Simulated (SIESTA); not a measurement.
SnTe:

```
Te Sn
1.0
     0.00000    3.15085    3.15085
     3.15085    0.00000    3.15085
     3.15085    3.15085    0.00000
Te Sn
1 1
Direct
  0.50000 0.50000 0.50000
  0.00000 0.00000 0.00000
```

- Program: SIESTA 5.4.2
- Task: relaxation of cell and atoms
- Functional: PBE
- Potentials or basis: PseudoDojo 0.4 standard (PBE files)
- Basis: TZDP (energy shift 0.003 Ry; two zetas on semicore shells)
- Grid cutoff: 500 Ry
- Energy shift: 0.003 Ry
- k mesh: 7 × 7 × 7
- Occupations: fermi-dirac, width 0.05 eV
- Spin: no spin polarisation

At the start: pressure 2.7 GPa; volume 31.28 Å³/atom.

Problem. Where does the relaxation end?

Solution. Over 4 steps the energy falls by 15.6 meV/atom and the volume is 33.22 Å³/atom (+6.2 %); space group Fm-3m (No. 225, to 0.05 Å).

The path:
```tsv
step	energy change (eV)	largest force (eV/Å)	pressure (GPa)	volume (Å³)
1	0.0000	0.0000	2.74	62.56
2	-0.0027	0.0000	2.60	62.73
3	-0.0309	0.0000	0.26	66.01
4	-0.0312	0.0000	-0.02	66.44
```

Final structure:
```
CELL_PARAMETERS angstrom
0.00094 3.21518 3.21518
3.21518 0.00094 3.21518
3.21518 3.21518 0.00094
ATOMIC_POSITIONS crystal
Te 0.50000 0.50000 0.50000
Sn 0.00000 0.00000 0.00000
```

Caveat: the basis of atomic orbitals isn't converged, which shifts pressures, moduli and gaps.
